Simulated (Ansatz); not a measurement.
The calculation used Ansatz, DFT PBE+D3(BJ), scalar-relativistic, plane waves, PAW. Settings: cutoff 420 eV, Γ-centred meshes spaced at most about 0.3 Å⁻¹ (2π included), Gaussian smearing. No spin polarisation.

All energies are static (0 K, no zero-point motion).

Two relaxed structures of PtS2:

A.

```
Pt S
1.0
     3.58254    0.00000    0.00000
    -1.79127    3.10257    0.00000
     0.00000    0.00000    4.67132
Pt S
1 2
Direct
  0.00000 0.00000 0.00000
  0.66667 0.33333 0.74170
  0.33333 0.66667 0.25830
```

B.

```
Pt S
1.0
     1.77177    1.02293    5.33620
    -1.77177    1.02293    5.33620
     0.00000   -2.04586    5.33620
Pt S
1 2
Direct
  0.00000 0.00000 0.00000
  0.74385 0.74385 0.74385
  0.25615 0.25615 0.25615
```

Task: Which would you expect to be lower, and how large is the difference?

Result: A is lower, by 32 meV/atom. A has the cadmium iodide type, space group P-3m1 (No. 164), 17.3 Å³/atom and a gap of 0.14 eV on its mesh; B has the cadmium chloride type, space group R-3m (No. 166), 19.3 Å³/atom and a gap of 0.88 eV. In A, around Pt lie 6 S at 2.39 Å; S has 3 Pt at 2.39 Å. In B, around Pt lie 6 S at 2.39 Å; S has 3 Pt at 2.39 Å. Origin: A, reached from a cell as deposited in COD, among other starts; B, invented. Shaken at random and relaxed again, B came back. Checks on B: no imaginary mode on a 2×2×2 q mesh.

These runs have no spin–orbit coupling, which can matter for Pt. Kohn–Sham gaps at this level usually fall short of measured ones.
